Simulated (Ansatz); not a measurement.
LiH3O2 — electrostatic potentials at the O nuclei

Cell: an entry of the Crystallography Open Database (COD; perhaps a calculated or model structure), ions relaxed with PBE at fixed cell.

```
Li H O
1.0
     3.70765   -4.15270    0.00000
     3.70765    4.15270    0.00000
    -1.09836    0.00000    3.00027
Li H O
2 6 4
Direct
  0.65333 0.34667 0.50000
  0.34667 0.65333 0.50000
  0.26224 0.26224 0.66644
  0.73776 0.73776 0.33356
  0.98114 0.24447 0.13668
  0.75553 0.01886 0.86332
  0.01886 0.75553 0.86332
  0.24447 0.98114 0.13668
  0.28417 0.28417 0.38253
  0.71583 0.71583 0.61747
  0.79281 0.20719 0.00000
  0.20719 0.79281 0.00000
```

Atom numbers follow the list; atoms alike are taken as one site, whose name carries the number of the first.

Computed with Ansatz: DFT, r2SCAN, plane waves and PAW, scalar-relativistic, 500 eV cutoff, Γ-centred 4×4×7 k-points, Fermi–Dirac smearing 0.02 eV.

The potential at a nucleus is that of all electrons and the other nuclei. A higher potential binds the core electrons more strongly, so differences between sites of one element are the initial-state part of core-level shifts.

Task: Rank the O sites by the potential at the nucleus, lowest first, and give each against the lowest.
A. atom 9: 1 H at 0.98 Å, 2 Li at 1.98 Å; also 2 H at 1.66 Å
B. atom 11: 2 H at 1.02 Å, 2 Li at 1.97 Å

Result: A (0.00 V), B (1.00 V).

The largest force is 0.5 eV/Å, so the atoms aren't at the calculated equilibrium and relaxing them would move these values.
